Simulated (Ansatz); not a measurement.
# Preparing MgH2 (P4_2/mnm) as a host crystal

Aim: the runs on the perfect crystal MgH2 (P4_2/mnm) that a defect calculation needs first.

Program: Ansatz 0.2.0. Level of theory: plane-wave PAW DFT, PBE; relaxation of the host's cell and atoms, in the first sound run; inputs show where later runs differ. Results are calculated unless marked as measured.

Report form: the programs' logs are mostly left out.

**1. Set-up**

The structure is tetragonal, space group P4_2/mnm (No. 136). The conventional cell has a = 4.477 Å, b = 4.477 Å, c = 2.993 Å, α = 90.00°, β = 90.00°, γ = 90.00°. Nearest to Mg lie 6 H at 1.93 to 1.94 Å. Nearest to H lie 3 Mg at 1.93 to 1.94 Å. Farther neighbours are not listed.

**2. Host cell relaxation**

Lattice and positions are set free, within the symmetry that the program keeps.

cell/input.yaml

```yaml
crystal:
  lattice:
    - [4.476694, 0.0, 0.0]
    - [0.0, 4.476694, 0.0]
    - [0.0, 0.0, 2.992537]
  atoms:
    - { symbol: Mg, position: [0.5, 0.5, 0.5] }
    - { symbol: Mg, position: [0.0, 0.0, 0.0] }
    - { symbol: H, position: [0.695572, 0.695572, 0.0] }
    - { symbol: H, position: [0.804428, 0.195572, 0.5] }
    - { symbol: H, position: [0.304428, 0.304428, 0.0] }
    - { symbol: H, position: [0.195572, 0.804428, 0.5] }
basis:
  ecutwfc: 420
  xc_grid: 2
hamiltonian:
  xc: pbe
kpoints:
  mp_grid: { grid: [6, 6, 9] }
scf:
  occupations: { method: fixed }
  max_iter: 100
relax:
  f_tol: 0.005
  max_steps: 60
  cell: {}
output:
  forces: true
  stress: true
checkpoint:
  write: "../cell.run"
  compress: false
  write_wavefunctions: false
  write_every: 100000
```

The run is started by

```sh
$ ansatz run input.yaml --threads 8 --pin off --max-ram 17899MiB --backend cpu --events-out ev --progress --plain --runs-dir out
```

The job ended after 1.2 s (8 threads of Intel Xeon 6975P-C (Granite Rapids), shared host; peak memory 0.41 GiB).

Step by step:

| step | energy less that of the first step (eV) | largest force component (eV/Å) | pressure (GPa) | volume (Å³) |
| --- | --- | --- | --- | --- |
| 1 | 0.0000 | 0.0051 | 1.30 | 59.97 |
| 2 | -0.0046 | 0.0016 | -0.03 | 61.48 |
| 3 | -0.0047 | 0.0019 | 0.00 | 61.46 |
| 4* | -0.0059 | 0.0018 | 0.01 | 61.46 |

Relaxation steps marked * repeat the geometry before them on a plane-wave basis chosen anew for their cell, so energy and pressure can jump there.

Forces are held to the 16 operations that the run works with; a distortion that breaks them can't arise in this run.

| conventional cell, symmetrised | before | after | change |
| --- | --- | --- | --- |
| a (Å) | 4.477 | 4.516 | +0.9 % |
| b (Å) | 4.477 | 4.516 | +0.9 % |
| c (Å) | 2.993 | 3.013 | +0.7 % |
| volume (Å³/atom) | 10.00 | 10.24 | +2.5 % |

Final coordinates:

```xyz
6
Lattice="4.5162 0.0000 0.0000 0.0000 4.5162 0.0000 0.0000 0.0000 3.0130" Properties=species:S:1:pos:R:3 pbc="T T T"
Mg    2.2581    2.2581    1.5065
Mg    0.0000    0.0000    0.0000
H     3.1418    3.1418    0.0000
H     3.6326    0.8836    1.5065
H     1.3745    1.3745    0.0000
H     0.8836    3.6326    1.5065
```

Numbers from this step:

```yaml
pressure: 0.01420 GPa
```

The relaxation ends with a largest force component of 0.0018 eV/Å and a pressure of 0.01 GPa.

**3. Defect free supercell relaxed in its symmetry**

This cell, the one that will hold the defects, is built from the relaxed host. Its coarser k-points can move the atoms a little, so it is relaxed from the symmetric sites, as the reference for the test of stability.

This step: plane-wave PAW DFT, PBE; relaxation of the defect-free supercell in its symmetry (Ansatz 0.2.0).

System of this step: MgH2 (P4_2/mnm). The cell holds 72 atoms: 24 Mg and 48 H. Its edges and angles: a = 9.032 Å, b = 9.032 Å, c = 9.039 Å, α = 90.0°, β = 90.0°, γ = 90.0°.

pristine.symmetric/input.yaml

```yaml
crystal:
  lattice:
    - [9.0324926351, 0.0, 0.0]
    - [0.0, 9.0324926351, 0.0]
    - [0.0, 0.0, 9.0391416754]
  atoms:
    - { symbol: Mg, position: [0.25, 0.25, 0.1666666667] }
    - { symbol: Mg, position: [0.0, 0.0, 0.0] }
    - { symbol: H, position: [0.3478282766, 0.3478282766, 0.0] }
    - { symbol: H, position: [0.4021717234, 0.0978282766, 0.1666666667] }
    - { symbol: H, position: [0.1521717234, 0.1521717234, 0.0] }
    - { symbol: H, position: [0.0978282766, 0.4021717234, 0.1666666667] }
    - { symbol: Mg, position: [0.25, 0.25, 0.5] }
    - { symbol: Mg, position: [0.0, 0.0, 0.3333333333] }
[... 60 atom lines left out ...]
    - { symbol: H, position: [0.8478282766, 0.8478282766, 0.6666666667] }
    - { symbol: H, position: [0.9021717234, 0.5978282766, 0.8333333333] }
    - { symbol: H, position: [0.6521717234, 0.6521717234, 0.6666666667] }
    - { symbol: H, position: [0.5978282766, 0.9021717234, 0.8333333333] }
basis:
  ecutwfc: 420
  xc_grid: 2
hamiltonian:
  xc: pbe
kpoints:
  mp_grid: { grid: [1, 1, 1] }
scf:
  occupations: { method: fermi_dirac, width: 0.01 }
  max_iter: 100
  lower_state_search: "off"
output:
  forces: true
relax:
  f_tol: 0.015
  max_steps: 60
  escape_saddle: false
checkpoint:
  write: "../pristine.symmetric.run"
  compress: false
  write_wavefunctions: false
  write_every: 100000
```

Run time: 1.6 s. Hardware: 8 threads; peak memory 0.85 GiB; 8.6 s of CPU time.

No atom moved by 0.005 Å in the relaxation.

**4. Defect free supercell relaxed from displaced atoms**

This step: plane-wave PAW DFT, PBE; relaxation of the defect-free supercell from random displacements, a test of the host's stability (Ansatz 0.2.0).

pristine.rattled/input.yaml, as its differences from pristine.symmetric/input.yaml of step 3:

```diff
@@ -93,6 +93,6 @@
   f_tol: 0.015
-  max_steps: 60
-  escape_saddle: false
+  max_steps: 120
+  random_displacement: { amplitude: 0.06, seed: 2206 }
 checkpoint:
-  write: "../pristine.symmetric.run"
+  write: "../pristine.rattled.run"
   compress: false
```

It took 3.5 s on 8 threads; peak memory 0.84 GiB.

The steps of the relaxation:

| step | energy less that of the first step (eV) | largest force component (eV/Å) |
| --- | --- | --- |
| 1 | 0.0000 | 0.6514 |
| 2 | -0.1980 | 0.5996 |
| 3 | -0.5942 | 0.0115 |
| 4 | -0.5942 | 0.0114 |

The relaxation ends 8.3 meV an atom lower than the displaced start, with a largest force component of 0.011 eV/Å.

**5. Host on a dense mesh**

This step: plane-wave PAW DFT, PBE; single point of the defect-free host, a test of the k-point sampling (Ansatz 0.2.0).

System of this step: MgH2 (P4_2/mnm). Symmetry: P4_2/mnm, No. 136, tetragonal system. The conventional cell has a = 4.516 Å, b = 4.516 Å, c = 3.013 Å, α = 90.00°, β = 90.00°, γ = 90.00°. Nearest to Mg lie 6 H at 1.94 to 1.96 Å. Nearest to H lie 3 Mg at 1.94 to 1.96 Å. Farther neighbours are not listed.

dense/input.yaml

```yaml
crystal:
  lattice:
    - [4.5162463176, 0.0, 0.0]
    - [0.0, 4.5162463176, 0.0]
    - [0.0, 0.0, 3.0130472251]
  atoms:
    - { symbol: Mg, position: [0.5, 0.5, 0.5] }
    - { symbol: Mg, position: [0.0, 0.0, 0.0] }
    - { symbol: H, position: [0.6956565531, 0.6956565531, 0.0] }
    - { symbol: H, position: [0.8043434469, 0.1956565531, 0.5] }
    - { symbol: H, position: [0.3043434469, 0.3043434469, 0.0] }
    - { symbol: H, position: [0.1956565531, 0.8043434469, 0.5] }
basis:
  ecutwfc: 420
  xc_grid: 2
hamiltonian:
  xc: pbe
kpoints:
  mp_grid: { grid: [6, 6, 9] }
scf:
  occupations: { method: fermi_dirac, width: 0.01 }
  max_iter: 100
  lower_state_search: "off"
checkpoint:
  write: "../dense.run"
  compress: false
  write_wavefunctions: false
  write_every: 100000
```

Run time: 0.4 s. Hardware: 8 threads; peak memory 0.4 GiB.

**6. Defect free supercell at the zone centre**

The supercell is run at the zone centre, to see how far that sampling misses the dense mesh.

System of this step: MgH2 (P4_2/mnm). The cell holds 72 atoms: 24 Mg and 48 H. Its edges and angles: a = 9.032 Å, b = 9.032 Å, c = 9.039 Å, α = 90.0°, β = 90.0°, γ = 90.0°.

pristine.sampling_gamma/input.yaml, as its differences from pristine.rattled/input.yaml of step 4:

```diff
@@ -89,10 +89,4 @@
   lower_state_search: "off"
-output:
-  forces: true
-relax:
-  f_tol: 0.015
-  max_steps: 120
-  random_displacement: { amplitude: 0.06, seed: 2206 }
 checkpoint:
-  write: "../pristine.rattled.run"
+  write: "../pristine.sampling_gamma.run"
   compress: false
```

It took 0.86 s on 8 threads; peak memory 0.83 GiB.

**7. Defect free supercell at the quarter point**

The supercell is run at one point off the zone centre, to see how far that sampling misses the dense mesh.

pristine.sampling_quarter/input.yaml, as its differences from pristine.sampling_gamma/input.yaml of step 6:

```diff
@@ -84,3 +84,3 @@
 kpoints:
-  mp_grid: { grid: [1, 1, 1] }
+  mp_grid: { grid: [1, 1, 1], shift: [0.25, 0.25, 0.25] }
 scf:
@@ -90,3 +90,3 @@
 checkpoint:
-  write: "../pristine.sampling_gamma.run"
+  write: "../pristine.sampling_quarter.run"
   compress: false
```

The job ended after 1.1 s (8 threads; peak memory 1.1 GiB).

**8. Summary of results**

- primitive cell vectors, lengths: 4.516, 4.516, 3.013 Å
- supercell relaxed in its symmetry less the displaced and relaxed one: 0.000 eV
- energy an atom at the zone centre alone less that on the dense mesh: 0.015 eV
- energy an atom at one point at (¼, ¼, ¼) less that on the dense mesh: 0.000 eV

What this shows: Step 2: The cell grew by 2.5 % in volume. Step 4: The energy fell by 0.594 eV from the randomly displaced start; against the sites as typed, H9 ends farthest off, by 0.01 Å, once the mean shift is taken out. The displaced cell ends within 0.01 eV of the symmetric one relaxed in its symmetry, so no lower structure shows in this supercell. All at zero temperature.

[Logs are printed without paths, hosts, clocks, repeated set-up lines and the standing remarks that a program may print on its own settings, such as how far it seeks lower states.]

[Hosts, paths, dates, database ids (printed as entryN), source tags and the programs' standing remarks are cut or masked in the printed files.]

[Runs of the host that timed out are not shown.]

[For some hosts the program warned that the k-mesh of the response run may be too coarse for force constants and the static dielectric constant; such warnings are not always shown.]
